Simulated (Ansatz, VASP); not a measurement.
# SrO: VASP beside Ansatz

```xyz
2
Lattice="0.0000 2.8052 2.3896 2.8052 0.0000 2.3896 2.8052 2.8052 0.0000" Properties=species:S:1:pos:R:3 pbc="T T T"
Sr    0.0000    0.0000    0.0000
O     2.8052    2.8052    2.3896
```

Change from the starting cell: strain +0.080 along x and y, -0.080 along z, atoms carried along.

Alike in both runs: task single point; functional PBE; k mesh 8 × 8 × 8; occupations gaussian, width 0.05 eV; no spin polarisation.

```csv
,VASP,Ansatz
version,VASP 6.6.1,Ansatz 0.2.0
potentials or method,"VASP PAW PBE potentials, release 64 (Sr_sv, O)","scalar-relativistic, plane waves, PAW"
plane-wave cutoff (eV),520,420
valence electrons in the cell,16,16
```

```csv
,VASP,Ansatz,Ansatz less VASP
gap on the k mesh at the Fermi level (eV),2.52,2.56,+0.035
least direct gap on the mesh (eV),2.52,2.56,+0.035
pressure (GPa),-0.1,-0.7,-0.54
largest component of the traceless stress (GPa),12.95,12.18,-0.770
```

A k mesh can miss the band edges.
